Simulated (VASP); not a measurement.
Mg: single point with r2SCAN

The system is Mg.

```
CELL_PARAMETERS angstrom
-1.77872 1.77872 1.77872
1.77872 -1.77872 1.77872
1.77872 1.77872 -1.77872
ATOMIC_POSITIONS crystal
Mg 0.00000 0.00000 0.00000
```

The cell was built by a generator and needn't be a form met in nature.

```
Program                : VASP 6.6.1
Task                   : single point
Functional             : r2SCAN
Potentials or basis    : VASP PAW PBE potentials, release 64 (Mg)
Cutoff                 : 520 eV
k mesh                 : 16 × 16 × 16
Occupations            : gaussian, width 0.05 eV
Spin                   : no spin polarisation
Dipole correction      : no
Further INCAR settings : ALGO = Normal; EDIFF = 1e-07; NBANDS = 7
```

```
Pressure               : -0.3 GPa
Band gap on the k mesh : none (metal or under the smearing width)
```

Levels at points of the mesh, in eV from the Fermi level:
```
           k point  band 1  band 2  band 3  band 4
(0.00, 0.00, 0.00)   -7.51   14.02   14.02   14.02
(0.50, 0.00, 0.00)   -1.73   -0.88    9.22   10.22
(0.50, 0.50, 0.50)    4.14    4.14    4.17    4.17
```

Run time: 31 s on 1 thread of Intel(R) Xeon(R) Platinum 8488C (Sapphire Rapids) (shared host), peak memory 0.15 GiB.

Caveat: the PAW data sets were made with another functional, which shifts forces and pressure a little.
